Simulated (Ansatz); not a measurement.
The system is PbS (Galena).

```xyz
2
Lattice="0.0000 2.9657 2.9657 2.9657 0.0000 2.9657 2.9657 2.9657 0.0000" Properties=species:S:1:pos:R:3 pbc="T T T"
Pb    0.0000    0.0000    0.0000
S     2.9657    2.9657    2.9657
```

Base run:

```yaml
Program: Ansatz 0.2.0
Functional: PBE
Potentials_or_basis: Ansatz PAW
Cutoff: "420 eV (not typed: the program's choice for these potentials)"
k_mesh: 8 × 8 × 8
Occupations: fermi-dirac, width 0.05 eV
Spin: no spin polarisation
```

Its results: pressure 2.2 GPa.

Task: The run is repeated on the same cell with these changes: functional from PBE to PBE0; k mesh from 8 × 8 × 8 to 5 × 5 × 5. What comes out?

Result: Pressure 1.0 GPa.

Several settings changed at once, so the effect can't be laid on one alone.

Caveats: the PAW data sets come from PBE, with cores solved anew for the run's functional, which leaves a small shift of forces and pressure (some runs); the thresholds are loose for stress (some runs).
